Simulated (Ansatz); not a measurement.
The system is In2O3.

```
In O
1.0
     2.74350    1.58396    4.83667
    -2.74350    1.58396    4.83667
     0.00000   -3.16792    4.83667
In O
4 6
Direct
  0.85731 0.85731 0.85731
  0.64269 0.64269 0.64269
  0.14269 0.14269 0.14269
  0.35731 0.35731 0.35731
  0.04800 0.75000 0.45200
  0.75000 0.45200 0.04800
  0.45200 0.04800 0.75000
  0.95200 0.25000 0.54800
  0.25000 0.54800 0.95200
  0.54800 0.95200 0.25000
```

- Program: Ansatz 0.2.0
- Task: relaxation of cell and atoms
- Functional: PBE
- Dispersion: D3(BJ)
- Potentials or basis: Ansatz PAW
- Cutoff: 420 eV (not typed: the program's choice for these potentials)
- k mesh: 6 × 6 × 6
- Occupations: fermi-dirac, width 0.05 eV
- Spin: no spin polarisation

At the start: volume 12.61 Å³/atom.

Task: How do energy, volume and symmetry change on relaxing?

Result: It ends after 8 steps and the volume is 13.01 Å³/atom (+3.1 %); space group R-3c (No. 167, to 0.05 Å).

The path:
```
step  energy change (eV)  largest force (eV/Å)  volume (Å³)
   1              0.0000                0.1197       126.11
   2             -0.0498                0.0650       130.16
   3             -0.0515                0.0320       129.90
   4             -0.0520                0.0149       129.86
   5             -0.0521                0.0066       129.87
   6             -0.0711                0.0079       129.87
   7             -0.0704                0.0009       130.06
   8             -0.0711                0.0010       130.06
```

Final structure:
```cif
data_structure
_symmetry_space_group_name_H-M 'P 1'
_symmetry_Int_Tables_number 1
_cell_length_a 5.8339
_cell_length_b 5.8339
_cell_length_c 5.8339
_cell_angle_alpha 56.810
_cell_angle_beta 56.810
_cell_angle_gamma 56.810
_cell_volume 130.06
loop_
_atom_site_label
_atom_site_type_symbol
_atom_site_fract_x
_atom_site_fract_y
_atom_site_fract_z
_atom_site_occupancy
In1 In 0.85763 0.85763 0.85763 1
In2 In 0.64237 0.64237 0.64237 1
In3 In 0.14237 0.14237 0.14237 1
In4 In 0.35763 0.35763 0.35763 1
O1 O 0.04638 0.75000 0.45362 1
O2 O 0.75000 0.45362 0.04638 1
O3 O 0.45362 0.04638 0.75000 1
O4 O 0.95362 0.25000 0.54638 1
O5 O 0.25000 0.54638 0.95362 1
O6 O 0.54638 0.95362 0.25000 1
```

Caveat: the plane-wave basis is chosen anew once the cell has moved, so the energies of steps on either side of that aren't comparable; the pressure holds a Pulay correction of +0.7 GPa for the finite cutoff.
